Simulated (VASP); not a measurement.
Runs of VASP 6.6.1 on BAs. Symmetry: F-43m, No. 216, cubic system. Conventional cell: a = 4.777 Å, b = 4.777 Å, c = 4.777 Å, α = 90.00°, β = 90.00°, γ = 90.00°. As (site symmetry -43m) has 4 B at 2.07 Å as nearest neighbours. Around B (site symmetry -43m) lie 4 As at 2.07 Å. 

| task | level | cell | cutoff (eV) | smearing | gap on the mesh (eV) | pressure (GPa) | relaxed volume (Å³/atom) |
| --- | --- | --- | --- | --- | --- | --- | --- |
| single point | PBE | as given | 520 | fermi-dirac 0.05 eV | 1.18 | 3.4 | - |
| relaxation of cell and atoms | BLYP | relaxed | 600 | fermi-dirac 0.05 eV | 1.45 | 0.0 | 14.54 |
| band structure | BLYP | as given | 520 | fermi-dirac 0.05 eV | 1.41 | - | - |
| relaxation of cell and atoms | revPBE | relaxed | 600 | fermi-dirac 0.05 eV | 1.24 | 0.0 | (b) |
| relaxation of cell and atoms | RPBE | relaxed | 600 | fermi-dirac 0.05 eV | 1.26 | 0.0 | (a) |
| single point | PBE | atoms moved at random, drawn with an rms of 0.05 Å | 520 | fermi-dirac 0.05 eV | 0.65 | 3.7 | - |
| band structure | PW91 | as given | 520 | fermi-dirac 0.05 eV | 1.19 | - | - |
| single point | PBE | as given | 520 | gaussian 0.011 eV | 1.18 | 3.4 | - |

Alike in all rows: potentials or basis VASP PAW PBE potentials, release 64 (As, B); no spin polarisation; k mesh 10 × 10 × 10.

**Question.** Fill in the values left out.

**Answer.** (a) 14.23; (b) 14.17.

Caveats: the PAW data sets were made with another functional, which shifts forces and pressure a little (some runs).

A k mesh can miss the band edges, and the runs leave out spin-orbit coupling on As.
